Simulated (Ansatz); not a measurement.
## Tc: single point with PBE

Tc:

```
CELL_PARAMETERS angstrom
0.00000 1.95000 1.95000
1.95000 0.00000 1.95000
1.95000 1.95000 0.00000
ATOMIC_POSITIONS crystal
Tc 0.00000 0.00000 0.00000
```

This isn't the form of Tc at room conditions, which is hcp.

```yaml
Program: Ansatz 0.2.0
Task: single point
Functional: PBE
Potentials_or_basis: all-electron LAPW, scalar-relativistic
Cutoff: 251 eV (chosen from the basis error)
Basis_error_allowed: 0.001 eV/atom
k_mesh: 12 × 12 × 12
Occupations: fermi-dirac, width 0.05 eV
Spin: no spin polarisation
```

- Pressure: -6.3 GPa
- Band gap on the k mesh: none (metal or under the smearing width)

Levels at points of the mesh, in eV from the Fermi level:
| k point | band 10 | band 11 | band 12 | band 13 | band 14 | band 15 | band 16 | band 17 |
| --- | --- | --- | --- | --- | --- | --- | --- | --- |
| (0.00, 0.00, 0.00) | -7.39 | -1.76 | -1.76 | -1.76 | 0.74 | 0.74 | 13.83 | 19.15 |
| (0.00, 0.00, -0.50) | -5.40 | -1.92 | -1.92 | 1.15 | 2.68 | 2.68 | 10.33 | 13.49 |
| (0.00, -0.50, -0.50) | -5.73 | -5.16 | 2.63 | 3.23 | 3.23 | 3.69 | 12.75 | 12.75 |

Run time: 5.4 s on 1 thread of Arm Neoverse V2 (shared host), peak memory 0.26 GiB.
